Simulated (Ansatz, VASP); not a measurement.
**Cross-check of SrICl (1T-SrClI, 1 layer) between VASP and Ansatz**

Aim: how closely do two programs agree when they are given the same cell, functional and k mesh? Of the first pair: The structure shown is the start of the Ansatz relaxation below; VASP solves that cell, so the two are compared at the walk's first step.

Calculated with Ansatz 0.2.0; plane waves, with VASP 6.6.1 beside it; single point at PBE.

## Step 1: Set-up

The cell holds 3 atoms: 1 I, 1 Sr and 1 Cl. Its edges and angles: a = 4.265 Å, b = 4.265 Å, c = 18.657 Å, α = 90.0°, β = 90.0°, γ = 120.0°. Vacuum lies along c.

## Step 2: Ansatz: relaxation, PBE

Ansatz runs on its default PAW (the set named soft_2) files.

The two programs are compared at the cell with which this relaxation starts, whose forces are those of its first step.

input.yaml

```yaml
crystal:
  lattice:
    - [4.265215, 0.0, 0.0]
    - [-2.1326075, 3.6937845426, 0.0]
    - [0.0, 0.0, 18.6574781035]
  atoms:
    - { symbol: I, position: [0.6666666667, 0.3333333333, 0.4019835885] }
    - { symbol: Sr, position: [0.0, 0.0, 0.5166864945] }
    - { symbol: Cl, position: [0.3333333333, 0.6666666667, 0.5980164115] }
kpoints:
  mp_grid: { grid: [6, 6, 1] }
hamiltonian:
  xc: pbe
scf:
  occupations: { method: fermi_dirac, width: 0.05 }
  convergence: { dr2_threshold: 1.0e-08 }
efield:
  axis: 3
  dipole_correction: true
  ramp_position: 0.97
  ramp_width: 0.04
relax:
  f_tol: 0.01
  cell: { fix: [c, alpha, beta] }
output:
  write_potential: true
  write_density: true
  volumetric_format: npy
```

Run with:

```console
ansatz run input.yaml --threads 2 --pin off --max-ram 4096MiB --backend cpu --events-out ev --progress --plain --runs-dir out
```

Numbers of over 12 decimals in the logs are rounded to 6 here.

What it wrote:

```text
Warning: relax.cell: scf.convergence.dr2_threshold = 1e-8 eV is looser than the 3e-10 eV advised for a relaxation that steers and ends on the stress (1e-10 eV for each atom of the cell: 3). What an SCF threshold leaves in a stress goes as its square root, and in the free energy as the threshold itself, and one threshold admits the most on a small cell: [figures from the program's tests cut] Set scf.convergence.dr2_threshold to 3e-10 eV or tighter. The threshold is an SCF's pass mark: one that does not reach it within its budget of iterations ends unconverged, or closes short of it on a stop that the run arms, and scf.convergence.dr2_threshold's page says what that costs each kind of run
Engine: ansatz 0.2.0, aarch64-unknown-linux-gnu
Pseudopotentials: kind: paw
Pseudopotential: I, paw, valence charge 17, recommended cutoff 420 eV (normal), I.paw.azcp
Pseudopotential: Sr, paw, valence charge 10, recommended cutoff 420 eV (normal), Sr.paw.azcp
Pseudopotential: Cl, paw, valence charge 7, recommended cutoff 420 eV (normal), Cl.paw.azcp
Functional definition: PBE
  parameter kappa = 0.804
  parameter beta = 0.066725
  exchange = pbe_x(kappa = kappa, mu = beta*pi^2/3)
  correlation = pbe_c(beta = beta)
Crystal: 3 atoms, lattice volume = 293.945 Å³
Basis set: ecut = 420 eV, 5745 PW (Γ), exchange–correlation on 60×60×250 points (8 copies of the dense FFT grid, shifted against one another)
Bands: 21, of which v1, the nominal top of the filled ones, is band 17 counted from 1 (16 counted from 0)
Symmetry: 6 space group operations
Space group: P3m1 (ITA 156), of the structure as read, at distance tolerance 6.6e-5 Å
k-points: 7 of 36 (time reversal used)
Non-local potential: I, projectors of the file, l = 0: 2, l = 1: 2, l = 2: 2, l = 3: 2
Non-local potential: Sr, projectors of the file, l = 0: 3, l = 1: 2, l = 2: 2
Non-local potential: Cl, projectors of the file, l = 0: 2, l = 1: 2, l = 2: 2
PAW form: soft (Blöchl's): semilocal exchange-correlation on the pseudo side does not see the compensation charge
PAW one-centre angular grid: I, 590 points (default); XC on 64 Gauss nodes
PAW one-centre angular grid: Sr, 110 points (default); XC on 64 Gauss nodes
PAW one-centre angular grid: Cl, 110 points (default); XC on 64 Gauss nodes
Initial density: superposition of atomic densities (neutral atoms: chi_scale 0, normalization atom), corrected by the library's trained network
Initial wavefunctions: pseudopotential atomic-orbital guess
Functional: x = pbe(κ = 0.804, μ = 0.219515), c = pbe(β = 0.066725)
SCF iter   1: F=—  HF=-12142.677977 eV  |F-HF|=—  |Δ(HF+E_count)|=         —  Δρ=5.21e-4  dr2=4.71e-3  ethr=1.77e-3  p=0.037 e·Å  D=2.28e-2 V/Å  ΔV_dip=-0.42 eV  dr2_dipole=3.82e-4  V_vac-E_F(+/−)=4.21/4.64 eV  ⟨swp⟩=14.4  Hψ=1285  notcnv=0
efield: sawtooth ramp at fractional position 0.9700 (set: `efield.ramp_position`, or a place that a band, a saddle search or an elastic batch's reference lends), width 0.0400; the density the first Hamiltonian is built on has a dipole p = 0.037 e·Å; the dipole correction subtracts the counter field D = 2.28e-2 V/Å, which shifts the + side's vacuum level by -0.42 eV against the − side's; the planar-averaged density in the ramp window peaks in size at 9.8e-6 e/Å³
preconditioner: auto → Resta (q_TF=auto, 1.904 Å⁻¹)  ε∞=1.6  [insulator: Δε(μ)=3.549 eV  Ē_g=12.977 eV  σ=0.050 eV  W_gap=1.00  n_scr=40 (ndim 8)  ℏωp=10.2 eV  f_vac=0.627  D(μ)=0.00/eV (n_scr^D=0)  ε∞_Penn≈1.6  vacuum switching on, ρ_ref=1.2e-2 e/Å³]
SCF iter   2: F=—  HF=-12142.680971 eV  |F-HF|=—  |Δ(HF+E_count)|=   2.99e-3  Δρ=5.59e-4  dr2=4.04e-3  ethr=1.39e-5  p=0.047 e·Å  D=2.89e-2 V/Å  ΔV_dip=-0.54 eV  dr2_dipole=2.88e-4  V_vac-E_F(+/−)=4.24/4.78 eV  ⟨swp⟩=3.3  Hψ=387  notcnv=0
SCF iter   3: F=—  HF=-12142.680213 eV  |F-HF|=—  |Δ(HF+E_count)|=   7.57e-4  Δρ=2.64e-4  dr2=4.88e-4  ethr=1.19e-5  p=0.041 e·Å  D=2.55e-2 V/Å  ΔV_dip=-0.47 eV  dr2_dipole=6.69e-9  V_vac-E_F(+/−)=4.26/4.73 eV  ⟨swp⟩=2.0  Hψ=166  notcnv=0
SCF iter   4: F=—  HF=-12142.680448 eV  |F-HF|=—  |Δ(HF+E_count)|=   2.34e-4  Δρ=1.52e-4  dr2=1.56e-4  ethr=1.44e-6  p=0.043 e·Å  D=2.64e-2 V/Å  ΔV_dip=-0.49 eV  dr2_dipole=6.95e-6  V_vac-E_F(+/−)=4.25/4.74 eV  ⟨swp⟩=2.1  Hψ=214  notcnv=0
SCF iter   5: F=—  HF=-12142.680523 eV  |F-HF|=—  |Δ(HF+E_count)|=   7.51e-5  Δρ=9.23e-5  dr2=8.67e-5  ethr=4.58e-7  p=0.041 e·Å  D=2.53e-2 V/Å  ΔV_dip=-0.47 eV  dr2_dipole=8.56e-7  V_vac-E_F(+/−)=4.28/4.75 eV  ⟨swp⟩=2.0  Hψ=191  notcnv=0
[...]
Basis set: ecut = 420 eV, 6705 PW (Γ), exchange–correlation on 64×64×250 points (8 copies of the dense FFT grid, shifted against one another)
Initial wavefunctions: pseudopotential atomic-orbital guess (no wavefunctions were taken with the density)
iter 1 solved again at ethr=3.24e-6 eV; its pass at ethr=3.10e-3 eV (dr2=1.10e-3 eV) is discarded
SCF iter   1: F=—  HF=-12142.832068 eV  |F-HF|=—  |Δ(HF+E_count)|=         —  Δρ=6.07e-4  dr2=4.97e-5  ethr=3.24e-6  p=0.073 e·Å  D=3.84e-2 V/Å  ΔV_dip=-0.72 eV  dr2_dipole=2.47e-6  V_vac-E_F(+/−)=4.07/4.79 eV  ⟨swp⟩=3.1  Hψ=1662  notcnv=0
efield: sawtooth ramp at fractional position 0.9700 (set: `efield.ramp_position`, or a place that a band, a saddle search or an elastic batch's reference lends), width 0.0400; the density the first Hamiltonian is built on has a dipole p = 0.073 e·Å; the dipole correction subtracts the counter field D = 3.84e-2 V/Å, which shifts the + side's vacuum level by -0.72 eV against the − side's; the planar-averaged density in the ramp window peaks in size at 4.0e-6 e/Å³
preconditioner: auto → Resta (q_TF=auto, 1.856 Å⁻¹)  ε∞=1.8  [insulator: Δε(μ)=4.348 eV  Ē_g=8.341 eV  σ=0.050 eV  W_gap=1.00  n_scr=40 (ndim 8)  ℏωp=7.5 eV  f_vac=0.654  D(μ)=0.00/eV (n_scr^D=0)  ε∞_Penn≈1.8  vacuum switching on, ρ_ref=5.0e-3 e/Å³]
SCF iter   2: F=—  HF=-12142.851387 eV  |F-HF|=—  |Δ(HF+E_count)|=   1.93e-2  Δρ=3.05e-4  dr2=1.22e-5  ethr=1.46e-7  p=0.074 e·Å  D=3.89e-2 V/Å  ΔV_dip=-0.73 eV  dr2_dipole=6.74e-7  V_vac-E_F(+/−)=4.07/4.79 eV  ⟨swp⟩=3.3  Hψ=272  notcnv=0
SCF iter   3: F=—  HF=-12142.858132 eV  |F-HF|=—  |Δ(HF+E_count)|=   6.74e-3  Δρ=1.39e-4  dr2=3.31e-6  ethr=3.57e-8  p=0.073 e·Å  D=3.86e-2 V/Å  ΔV_dip=-0.72 eV  dr2_dipole=3.74e-8  V_vac-E_F(+/−)=4.07/4.79 eV  ⟨swp⟩=3.1  Hψ=229  notcnv=0
SCF iter   4: F=—  HF=-12142.860361 eV  |F-HF|=—  |Δ(HF+E_count)|=   2.23e-3  Δρ=2.83e-5  dr2=6.38e-7  ethr=9.73e-9  p=0.073 e·Å  D=3.85e-2 V/Å  ΔV_dip=-0.72 eV  dr2_dipole=1.53e-7  V_vac-E_F(+/−)=4.07/4.79 eV  ⟨swp⟩=3.9  Hψ=304  notcnv=0
SCF iter   5: F=—  HF=-12142.860481 eV  |F-HF|=—  |Δ(HF+E_count)|=   1.20e-4  Δρ=3.67e-6  dr2=6.61e-8  ethr=1.88e-9  p=0.073 e·Å  D=3.84e-2 V/Å  ΔV_dip=-0.72 eV  dr2_dipole=5.33e-9  V_vac-E_F(+/−)=4.07/4.78 eV  ⟨swp⟩=3.0  Hψ=302  notcnv=0
SCF iter   6: F=-12142.860483 eV  HF=-12142.860483 eV  |F-HF|=1.04e-7  |Δ(HF+E_count)|=   1.88e-6  Δρ=9.48e-7  dr2=4.62e-9  ethr=2.94e-11  p=0.073 e·Å  D=3.84e-2 V/Å  ΔV_dip=-0.72 eV  dr2_dipole=6.22e-10  V_vac-E_F(+/−)=4.07/4.78 eV  ⟨swp⟩=11.4  Hψ=1265  notcnv=0
SCF 6 converged in 6 iterations: F = -12142.860483 eV  dr2 = 4.62e-9
relax step   6: F+E_penalty+E_count = -12142.86048299 eV  Δ(F+E_penalty+E_count) = -1.130e-3 eV  max|allowed force component| = 6.498e-3 eV/Å  Δτ_max = 0.0000 Å  P = -0.000 GPa  Ω = 343.480 Å³  fix = [c, alpha, beta]  reactions: c -0.005 GPa  stress off target by 2.29e-3 GPa on what of the cell is left free  SCF on the basis re-selected at this cell (its energy is not comparable with the rows above)  (6 SCF iters)
basis re-selected at this cell: Δ(F+E_penalty+E_count) = -1.130e-3 eV, ΔP = +0.005 GPa vs the last step (what re-selecting the basis moved, of the pressure what is left beyond the Pulay correction that the steps carried, after the strain that the cell walked since its last selection, with what the two solves' SCF thresholds leave and, on support functions, any second-order correction that the steps lacked; it is no measure of the basis error at this ecutwfc). The dense FFT grid was sized anew with the basis: this SCF ran on 32×32×125 points, the steps before it on 30×30×125, so part of this shift can come from that change (see relax.cell in the input reference). [rest of the remark cut]
WARN: The output density's exchange-correlation potential varies sharply where the density is thin. Do not read a vacuum level from v_tot or v_xc, or from such a field of the output density. On a cell that repeats whose density bears no net charge and no dipole along the vacuum's axis use v_es (v_loc + v_h of the components); under efield.dipole_correction with no amplitude use v_es + v_field, which holds any externa [...]
SCF converged after 6 iterations
Free energy (F): -12142.860483 eV
Harris-Foulkes:  -12142.860483 eV  (|F-HF|=1.04e-7)
Internal energy: -12142.860483 eV  (E = F + TS)
E sigma→0 (E₀):  -12142.860483 eV
Fermi energy:    -1.119761 eV
Dipole field:    D = 0.038361 V/Å  (p = 0.072816 e·Å, saw-weighted, corrected)
Work function:   Φ+ = 4.0679 eV   Φ− = 4.7836 eV
Levels:          The Fermi level and band energies are counted from a zero that moves with the ramp; work functions are not
--- Per-component energies (eV) ---
  E_band       = -768.660545
  E_kinetic    = 594.320178
  E_local      = -12749.244153  (includes V_loc(G=0)·N_el)
  E_nonlocal   = 140.062554
  E_hartree    = 6057.037284
  E_xc         = -408.706789
  E_vxc        = -412.815596  (∫ρ·V_xc dr)
  E_paw        = -8170.899617  (= ΣΔE_a)
  E_vpaw       = -455.314769  (= ΣTr[D̂ρ^β])
  E_aug_tail   = 0.000074  (compensation charges beyond the density's cutoff)
  E_efield     = 0.001397  (sawtooth field / dipole correction)
  E_vefield    = 0.256650  (∫n·V_field dr)
  E_ewald      = 2394.568588
  E_smearing   = -0.000000  (= −TS)
  E_closure    = 0.000000  (closes the sum)
  Σ components = -12142.860483   (vs F -12142.860483, Δ=0.00e0)
--- Forces (eV/Å), atoms counted from 1 ---
  atom   1  I      0.00000000     0.00000000     0.00617425
  atom   2  Sr     0.00000000    -0.00000000    -0.00649856
  atom   3  Cl    -0.00000000    -0.00000000     0.00032260
  max |Σ_I F_I| component: 1.70e-6 eV/Å
--- Stress (GPa, compression-positive) ---
        0.002295       0.000000       0.000000
        0.000000       0.002295      -0.000000
       -0.000000      -0.000000      -0.005352
  P = ⅓ Tr σ = -0.0003 GPa (-0.003 kbar)
--- Band table (eV; the first three rows and the last of 7) ---
  k-point 0: bands = [... 13 lower, -5.4940, -3.9366, -3.3265, -3.3265, 1.0410, 2.0086, 2.0086, 2.1337]
  k-point 1: bands = [... 13 lower, -5.4755, -3.9068, -3.6836, -3.4216, 1.4175, 1.7674, 2.3033, 2.4835]
  k-point 2: bands = [... 13 lower, -5.3578, -4.2835, -3.8130, -3.5882, 1.3166, 2.2942, 2.7321, 2.9519]
  k-point 6: bands = [... 13 lower, -5.2680, -4.2407, -4.1551, -3.8724, 1.9845, 2.2217, 2.7001, 3.4335]
--- Relaxed structure (5 steps of the walk, 5 accepted, 1 SCFs on fresh bases) ---
  F+E_penalty+E_count = -12142.86048299 eV   max|allowed force component| = 6.498e-3 eV/Å   (the final SCF, on the basis selected at the relaxed cell)
  cell:  # Å, volume = 343.4802 Å³
    - [4.610617, 0, 0]
    - [-2.305309, 3.992912, 0]
    - [0, 0, 18.6574781035]
  atoms:
    - { symbol: I, position: [0.666667, 0.333333, 0.413820] }
    - { symbol: Sr, position: [0, 0, 0.516768] }
    - { symbol: Cl, position: [0.333333, 0.666667, 0.586099] }
```

The column dr2 measures how far the density is from self-consistency, as an energy; F and HF (Harris–Foulkes) agree once it is small.

## Step 3: VASP: single point, PBE, start cell, pair 1

The same cell, functional, mesh and smearing now go to VASP, with its own data sets.

Lines of VASP's logs that name or quote its potential files are left out, and so is its time.

INCAR

```
SYSTEM = SrICl
PREC = Accurate
ENCUT = 400
EDIFF = 1E-06
NELM = 120
ISMEAR = -1
SIGMA = 0.05
LREAL = .FALSE.
ALGO = Normal
GGA = PE
NBANDS = 18
LORBIT = 11
LWAVE = .FALSE.
LCHARG = .FALSE.
ISIF = 2
LDIPOL = .TRUE.
IDIPOL = 3
DIPOL = 0.5 0.5 0.506
LVHAR = .TRUE.
LASPH = .TRUE.
GGA_COMPAT = .FALSE.
EFERMI = MIDGAP
NELMDL = -8
```

POSCAR

```
SrICl
1.0
    4.2652150000      0.0000000000      0.0000000000
   -2.1326070000      3.6937850000      0.0000000000
    0.0000000000      0.0000000000     18.6574780000
I Sr Cl
1 1 1
Direct
    0.6666665555      0.3333334236      0.4019835907
    0.9999998888      0.0000000903      0.5166864996
    0.3333332222      0.6666667569      0.5980164093
```

KPOINTS

```
Automatic mesh
0
Gamma
6 6 1
0 0 0
```

The projector-augmented-wave data sets are I, Sr_sv and Cl (PBE family, release 64).

Run with:

```console
mpirun -np 1 vasp_std
```

What it wrote:

```text
[banner, memory and clock lines left out]
running    1 mpi-ranks, on    1 nodes
 distrk:  each k-point on    1 cores,    1 groups
 distr:  one band on    1 cores,    1 groups

 POSCAR found type information on POSCAR I SrCl
 POSCAR found :  3 types and       3 ions
 LDA part: xc-table for (Slater+PW92), standard interpolation
 POSCAR, INCAR and KPOINTS ok, starting setup
 FFT: planning ... GRIDC
 FFT: planning ... GRID_SOFT
 FFT: planning ... GRID
 WAVECAR not read
 entering main loop
       N       E                     dE             d eps       ncg     rms          rms(c)
DAV:   1     0.158742795318E+03    0.15874E+03   -0.84115E+03   276   0.798E+02
DAV:   2     0.882855758295E+01   -0.14991E+03   -0.14831E+03   346   0.190E+02
DAV:   3    -0.107170696371E+02   -0.19546E+02   -0.19493E+02   376   0.681E+01
DAV:   4    -0.112285094541E+02   -0.51144E+00   -0.51047E+00   424   0.105E+01
DAV:   5    -0.112378842838E+02   -0.93748E-02   -0.93727E-02   400   0.129E+00
DAV:   6    -0.112379968472E+02   -0.11256E-03   -0.11256E-03   416   0.148E-01
DAV:   7    -0.112379998422E+02   -0.29950E-05   -0.29949E-05   408   0.190E-02
DAV:   8    -0.112379998988E+02   -0.56675E-07   -0.56650E-07   384   0.319E-03    0.171E+01
DAV:   9    -0.110206652828E+02    0.21733E+00   -0.45985E-01   294   0.351E+00    0.103E+01
DAV:  10    -0.110203831486E+02    0.28213E-03   -0.45087E-01   352   0.366E+00    0.107E+00
DAV:  11    -0.110149908937E+02    0.53923E-02   -0.54426E-02   376   0.124E+00    0.532E-01
DAV:  12    -0.110151883340E+02   -0.19744E-03   -0.30191E-03   372   0.309E-01    0.275E-01
DAV:  13    -0.110151307207E+02    0.57613E-04   -0.91010E-04   376   0.168E-01    0.527E-02
DAV:  14    -0.110150983381E+02    0.32383E-04   -0.16023E-04   384   0.753E-02    0.433E-02
[...]
DAV:  18    -0.110154458461E+02   -0.46669E-04   -0.11865E-05   348   0.125E-02    0.512E-03
DAV:  19    -0.110154860855E+02   -0.40239E-04   -0.35088E-06   374   0.712E-03    0.218E-03
DAV:  20    -0.110155039334E+02   -0.17848E-04   -0.30294E-06   350   0.612E-03    0.223E-03
DAV:  21    -0.110155360976E+02   -0.32164E-04   -0.88394E-07   300   0.308E-03    0.881E-04
DAV:  22    -0.110155613449E+02   -0.25247E-04   -0.11080E-06   316   0.280E-03    0.821E-04
DAV:  23    -0.110155646800E+02   -0.33352E-05   -0.56398E-08   320   0.812E-04    0.320E-04
DAV:  24    -0.110155676730E+02   -0.29930E-05   -0.12971E-07   274   0.950E-04    0.186E-04
DAV:  25    -0.110155680294E+02   -0.35631E-06   -0.12493E-08   310   0.330E-04
   1 F= -.11015568E+02 E0= -.11015568E+02  d E =-.307763E-15
```

From OUTCAR (step 3):

```text
ion  position               nearest neighbor table
   1  0.667  0.333  0.402-   2 3.26   2 3.26   2 3.26
   2  1.000  0.000  0.517-   3 2.89   3 2.89   3 2.89   1 3.26   1 3.26   1 3.26
   3  0.333  0.667  0.598-   2 2.89   2 2.89   2 2.89

  LATTYP: Found a hexagonal cell.
 ALAT       =     4.2652150000
 C/A-ratio  =     4.3743347053

 Subroutine GETGRP returns: Found  6 space group operations
 (whereof  6 operations were pure point group operations)

The static configuration has the point symmetry C_3v.

 Found      7 irreducible k-points:

   k-points           NKPTS =      7   k-points in BZ     NKDIM =      7   number of bands    NBANDS=     18

   dimension x,y,z NGX =    28 NGY =   28 NGZ =  126
   dimension x,y,z NGXF=    56 NGYF=   56 NGZF=  252

   ENCUT  =  400.0 eV  29.40 Ry    5.42 a.u.   6.96  6.96 30.43*2*pi/ulx,y,z

   NELECT =      24.0000    total number of electrons

 k-points in reciprocal lattice and weights: Automatic mesh
   0.00000000  0.00000000  0.00000000       0.028
   0.16666667 -0.00000000  0.00000000       0.167
   0.33333333 -0.00000000  0.00000000       0.167
   0.50000000  0.00000000  0.00000000       0.083
   0.16666667  0.16666667  0.00000000       0.167
   0.33333333  0.16666667  0.00000000       0.333
   0.33333333  0.33333333  0.00000000       0.056

 dipolmoment           0.000000      0.000000     -0.041688 electrons x Angstroem

 average (electrostatic) potential at core
       1 -97.7527       2 -43.6440       3 -98.3778

 E-fermi :  -1.7233

 k-point     1 :       0.0000    0.0000    0.0000
  band No.  band energies     occupation
    ...
      8      -6.1182      2.00000
      9      -6.1182      2.00000
     10      -4.8295      2.00000
     11      -3.4786      2.00000
     12      -3.4786      2.00000
     13       0.4624      0.00000
     14       1.2272      0.00000
     15       1.4349      0.00000
     16       1.4349      0.00000
     17       2.0963      0.00000
    ...

 k-point     2 :       0.1667   -0.0000    0.0000
  band No.  band energies     occupation
    ...
      8      -6.3094      2.00000
      9      -6.1249      2.00000
     10      -4.7496      2.00000
     11      -4.1211      2.00000
     12      -3.6217      2.00000
     13       0.6897      0.00000
     14       1.1159      0.00000
     15       1.5173      0.00000
     16       1.7765      0.00000
     17       2.3559      0.00000
    ...

 k-point     3 :       0.3333   -0.0000    0.0000
  band No.  band energies     occupation
    ...
      8      -6.2504      2.00000
      9      -6.1459      2.00000
     10      -5.0781      2.00000
     11      -4.6318      2.00000
     12      -3.8660      2.00000
     13       0.2556      0.00000
     14       1.6903      0.00000
     15       2.0912      0.00000
     16       2.6025      0.00000
     17       3.1440      0.00000
    ...

  Total        1.9401780      1.9401785     -0.6551848      0.0000003     -0.0000000      0.0000000
  in kB       10.5751534     10.5751560     -3.5711569      0.0000014     -0.0000000      0.0000000
  external PRESSURE =       5.8597175 kB  Pullay stress =       0.0000000 kB

  energy-cutoff  :      400.00
  volume of cell :      293.94
      direct lattice vectors                 reciprocal lattice vectors
     4.265215000  0.000000000  0.000000000     0.234454770  0.135362476  0.000000000
    -2.132607000  3.693785000  0.000000000     0.000000000  0.270725015  0.000000000
     0.000000000  0.000000000 18.657478000     0.000000000  0.000000000  0.053597812

 POSITION                                       TOTAL-FORCE (eV/Angst)
 -----------------------------------------------------------------------------------
      2.13261      1.23126      7.50000         0.000000     -0.000000      0.235687
      4.26521      0.00000      9.64007         0.000000     -0.000000     -0.155169
     -0.00000      2.46252     11.15748        -0.000000      0.000000     -0.080518
 -----------------------------------------------------------------------------------
    total drift:                                0.001485     -0.000743      0.000339

  FREE ENERGIE OF THE ION-ELECTRON SYSTEM (eV)
  ---------------------------------------------------
  free  energy   TOTEN  =       -11.0155680294 eV

  energy  without entropy=      -11.0155680294  energy(sigma->0) =      -11.01556803

 vacuum level on the upper side and lower side of the slab         2.554         3.033

 total charge
# of ion       s       p       d       tot
------------------------------------------
    1        1.504   2.832   0.008   4.344
    2        2.008   5.777   0.192   7.978
    3        1.594   3.565   0.000   5.159
--------------------------------------------------
tot          5.105  12.174   0.200  17.480

[... 3 further parts left out ...]
```

[end of part 1 of 2]

[Lines on the potential files, build, host, timing and source positions are cut from VASP's logs without a mark.]

[Logs are printed without paths, hosts, clocks, repeated set-up lines and the standing remarks that a program may print on its own settings, such as how far it seeks lower states.]

[Hosts, paths, dates, database ids (printed as entryN), source tags and the programs' standing remarks are cut or masked in the printed files.]
